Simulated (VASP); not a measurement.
Input:

```xyz
3
Lattice="0.0000 2.9580 2.9580 2.9580 0.0000 2.9580 2.9580 2.9580 0.0000" Properties=species:S:1:pos:R:3 pbc="T T T"
Sr     0.1200     0.0500     0.0000
F      1.4790     1.4790     1.4790
F      4.4370     4.4370     4.4370
```

All values below come from PBE GGA, VASP's PBE PAW potentials (set 64) (plane waves; VASP). Numerical set-up: 520 eV cut-off, 5×5×5 Γ-centred mesh, Gaussian smearing of 0.050 eV, potentials Sr_sv F.

Question: The ions are relaxed. Which structure does the run end with?

Answer: 
```xyz
3
Lattice="0.0000 2.9580 2.9580 2.9580 0.0000 2.9580 2.9580 2.9580 0.0000" Properties=species:S:1:pos:R:3 pbc="T T T"
Sr     0.0392     2.9743     2.9580
F      1.5194     1.4958     1.4794
F      4.4774     4.4538     4.4366
```
Space group Fm-3m (225), at a tolerance of 0.03 Å.

Question: How much energy does the relaxation gain?

Answer: The energy (σ→0) changes by -9.5 meV/atom, in 6 ionic steps.

```tsv
step	E(σ→0) (eV)	max force (eV/Å)	pressure (GPa)	volume (Å³)
1	-17.0390	0.446	-1.16	51.76
2	-17.0516	0.329	-1.37	51.76
3	-17.0671	0.040	-1.61	51.76
4	-17.0672	0.040	-1.62	51.76
5	-17.0674	0.025	-1.62	51.76
6	-17.0675	0.004	-1.62	51.76
```

The compound is SrF2 in the fluorite structure. In the starting cell atoms are displaced from their ideal sites. This run relaxes the ions in a fixed cell. Symmetry was kept, so distortions that lower it aren't found.
